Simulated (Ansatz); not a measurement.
A run of Ansatz 0.2.0:

Contents of input.yaml:

```yaml
crystal:
  lattice: { a: 3.0391429495, b: 3.0391429495, c: 3.0391429495, alpha: 109.4712206345, beta: 109.4712206345, gamma: 109.4712206345 }
  atoms:
    - { symbol: Li, position: [0.0, 0.0, 0.0], spin: 0.59 }
kpoints:
  mp_grid: { grid: [11, 11, 11] }
scf:
  occupations: { method: fermi_dirac, width: 0.025 }
hamiltonian:
  xc: pbe
  dispersion: d3bj
  pseudopotentials: { kind: all_electron, lapw: { basis_error: 0.001 } }
magnetization:
  spin_polarized: true
  spin_locking: { lock_spins: true }
output:
  forces: true
  stress: true
  eigenvalues: true
  dos: { projected: false, de: 0.1, e_range: [-10, 10] }
```

Potentials or basis: all-electron LAPW, scalar-relativistic.

Run with:

```console
$ ansatz run input.yaml --threads 1 --pin off --max-ram 2560MiB --backend cpu --events-out ev --progress --plain --runs-dir out
```

Hardware: 1 thread of Intel(R) Xeon(R) 6975P-C (Granite Rapids) (shared host).

Task: Estimate the wall time of this run.

Result: It took 19 s on 1 thread of Intel(R) Xeon(R) 6975P-C (Granite Rapids), on a shared host, peak memory 0.67 GiB. Counts: scf iterations 58, plane waves 19, k points 56, bands 6.
